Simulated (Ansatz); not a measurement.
# Ba: the cost of one run

Program: Ansatz 0.2.0. Level of theory: DFT PBE, scalar-relativistic, plane waves, PAW. These are calculated values, not measurements.

## 1. The structure to begin with

The structure is orthorhombic, space group Cmcm (No. 63). Conventional cell: a = 7.184 Å, b = 5.034 Å, c = 7.190 Å, α = 90.00°, β = 90.00°, γ = 90.00°. Ba (site symmetry m2m) has 8 Ba at 4.37 to 4.41 Å as nearest neighbours.

Structure file:

```
Ba
1.0
     3.59177   -2.51690    0.00000
     3.59177    2.51690    0.00000
     0.00000    0.00000    7.19005
Ba
2
Direct
  0.74677 0.25323 0.25000
  0.25323 0.74677 0.75000
```

The structure comes from the Materials Project (structure only).

## 2. A change within a subgroup

Against the listed cell: strain xx, yy, zz, yz, xz, xy = -0.6, -0.2, -1.0, +0.0, +0.0, +1.0 %; atoms moved by 0.15 Å root mean square, at most 0.15 Å.

The input, input.yaml:

```yaml
crystal:
  lattice:
    - [3.5437969245, -2.4754996415, 0.0]
    - [3.5941350091, 2.5473351161, 0.0]
    - [0.0, 0.0, 7.1159158142]
  atoms:
    - { symbol: Ba, position: [0.7805916036, 0.229060093, 0.25] }
    - { symbol: Ba, position: [0.2194083964, 0.770939907, 0.75] }
basis:
  ecutwfc: 420
kpoints:
  mp_grid: { grid: [10, 10, 6] }
hamiltonian:
  xc: pbe
scf:
  occupations: { method: gaussian, width: 0.1 }
output:
  forces: true
  stress: true
  eigenvalues: true
```

The run is started by

```bash
$ ansatz run input.yaml --threads 1 --pin off --max-ram 1331MiB --backend cpu --events-out ev --progress --plain --runs-dir out
```

Q: Estimate wall time and peak memory on 1 thread of an x86-64 CPU, shared host.

About 44 s, with a peak of 0.6 GiB.
